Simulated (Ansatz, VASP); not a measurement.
Two plane-wave programs on BN

```
CELL_PARAMETERS angstrom
0.00000 1.78992 1.78992
1.78992 0.00000 1.78992
1.78992 1.78992 0.00000
ATOMIC_POSITIONS crystal
B 0.00000 0.00000 0.00000
N 0.25000 0.25000 0.25000
```

Alike in both runs: functional LDA; k mesh 16 × 16 × 16; occupations gaussian, width 0.02 eV; no spin polarisation.

Ansatz relaxed the structure, and its values are those at the end. VASP's run is a single point on that final structure, the one shown.

|  | VASP | Ansatz |
| --- | --- | --- |
| version | VASP 6.6.1 | Ansatz 0.2.0 |
| potentials or method | VASP PAW LDA potentials, release 64 (B, N) | scalar-relativistic, plane waves, PAW |
| plane-wave cutoff (eV) | 520 | 420 |
| valence electrons in the cell | 8 | 8 |

```tsv
	VASP	Ansatz	Ansatz less VASP
gap on the k mesh at the Fermi level (eV)	4.38	4.39	+0.011
least direct gap on the mesh (eV)	8.82	8.83	+0.007
pressure (GPa)	1.3	0.0	-1.27
```

Ansatz warned: «pseudo_functional_mismatch».

A k mesh can miss the band edges. LDA gaps usually lie below the measured ones, often by a third to a half.
